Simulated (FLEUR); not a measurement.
# TiSe2: equation of state with PBE

The system is TiSe2.

```
CELL_PARAMETERS angstrom
3.53600 0.00000 0.00000
-1.76800 3.06227 0.00000
0.00000 0.00000 6.00400
ATOMIC_POSITIONS crystal
Se 0.66667 0.33333 0.74480
Se 0.33333 0.66667 0.25520
Ti 0.00000 0.00000 0.00000
```

| Quantity | Value |
| --- | --- |
| Program | FLEUR MaX-R8.1 (later development tree) |
| Task | equation of state |
| Functional | PBE |
| Potentials or basis | all-electron |
| Basis | FLAPW |
| Kmax | 5 1/bohr |
| k mesh | 9 × 9 × 5 |
| Occupations | fermi-dirac, width 0.05 eV |
| Spin | no spin polarisation |

```json
{
  "Equilibrium volume": "22.06 Å³/atom",
  "Bulk modulus at fixed shape and positions": "79 GPa",
  "Pressure derivative of the bulk modulus": "4.1 (rough: it moves with the points fitted)"
}
```

Energy against volume, from the lowest point:
| volume (Å³/atom) | energy (meV/atom) |
| --- | --- |
| 20.371 | 34.94 |
| 20.804 | 17.80 |
| 21.671 | 0.00 |
| 22.538 | 0.76 |
| 22.971 | 7.01 |

Caveat: the cell was scaled at fixed shape and fractional positions, which overstates the stiffness of a crystal with free parameters, most of all of layers and chains; this functional lacks dispersion, which binds the layers, so the pressure and a relaxed spacing across them are unreliable.
